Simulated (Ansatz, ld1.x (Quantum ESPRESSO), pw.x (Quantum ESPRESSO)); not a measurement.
**chromium: one change to the RRKJ potential, in the atom and in the fcc crystal**

ld1.x (Quantum ESPRESSO) 7.5 input, shortened:

```
&input
   title='Cr', zed=24., rel=1, dft='PBE', iswitch=3,
   config='[Ar] 3d5 4s1 4p0'
 /
 &inputp
   pseudotype=2, tm=.false., lloc=0,
   nlcc=.true., rcore=0.95
 /
3
4P  2  1   0.00   0.00  2.85  2.85  0.0
3D  3  2   5.00   0.00  1.90  1.90  0.0
4S  1  0   1.00   0.00  2.65  2.65  0.0
 &test
   configts(1)='3d5 4s1 4p0'
 /
```

Change: core correction none.

Cutoffs, loose and tight: the cutoffs (Ry, on a coarse ladder) from which the occupation-weighted sum of valence levels, in a spherical-Bessel basis at the reference potential, stays within 10 and 1 mRy of its value at 400 Ry. They do not see the model core or the augmentation charge, which bear on the density cutoff. Test errors are all-electron minus pseudo excitation energies from the reference, over the configurations 3d5 4s0 4p0; 3d4 4s0 4p0; 3d3 4s0 4p0; 3d5.5 4s0.5 4p0; 3d4 4s2 4p0; 3d6 4s0 4p0; 3d4 4s1 4p0; variants that change the core or the reference have their own tests.

Crystal test: fcc Cr in pw.x 7.5, no spin, 15³ k-points, Fermi–Dirac smearing 0.01 Ry, cutoffs set for each file from its atomic test. The reference is all-electron LAPW (Ansatz 0.2.0) with the same functional, mesh and smearing; V0 and B0 come from Birch–Murnaghan fits to the pressures at five volumes. Errors are pseudo minus all-electron; Δ is the rms difference of the E(V) curves that follow from these fits, minima aligned, over ±6 % about the mean V0. Mesh and smearing are coarse, so the numbers serve the comparison and aren't converged zero-temperature values; the lattice is a test structure that the element need not adopt. Spin polarisation and strong correlation are left out, which matters for this element.

All-electron: a0 = 3.626 Å (V0 = 11.92 Å³/atom), B0 = 234.3 GPa.

**Question.** Does the change bring the crystal closer to the all-electron result?

**Answer.** The mean pressure error goes from +11.88 to +14.91 GPa, so the change moves the solid further from the all-electron pressures.

```tsv
quantity	base	changed
outcome (atom)	generated	generated
cutoff, loose (atom)	50 Ry	50 Ry
cutoff, tight (atom)	70 Ry	70 Ry
bound ghosts (atom)	none	none
largest test error (meV) (atom)	-198 over the solved tests; 1 of 7 tests not solved or not reliable	-93 over the solved tests; 1 of 7 tests not solved or not reliable
cutoffs in pw.x (Ry)	85/340	85/340
a0 (Å)	3.684	–
a0 error (%)	+1.59	–
B0 error (%)	-2.9	–
Δ (meV/atom)	29.2	–
mean pressure error (GPa)	+11.88	+14.91
```

A dash: not determined, or the minimum lies outside the volumes sampled.

Base: The largest radius (2.85 bohr) exceeds half the bond length (2.42 bohr), so the spheres overlap, which is one possible source of error among others. This is a poor potential for the solid. Atomic configuration tests: 1 of 7 tests not solved or not reliable. Changed file: The largest radius (2.85 bohr) exceeds half the bond length (2.42 bohr), so the spheres overlap, which is one possible source of error among others. This is a poor potential for the solid. Atomic configuration tests: 1 of 7 tests not solved or not reliable. The atomic cutoffs weigh occupied waves only.
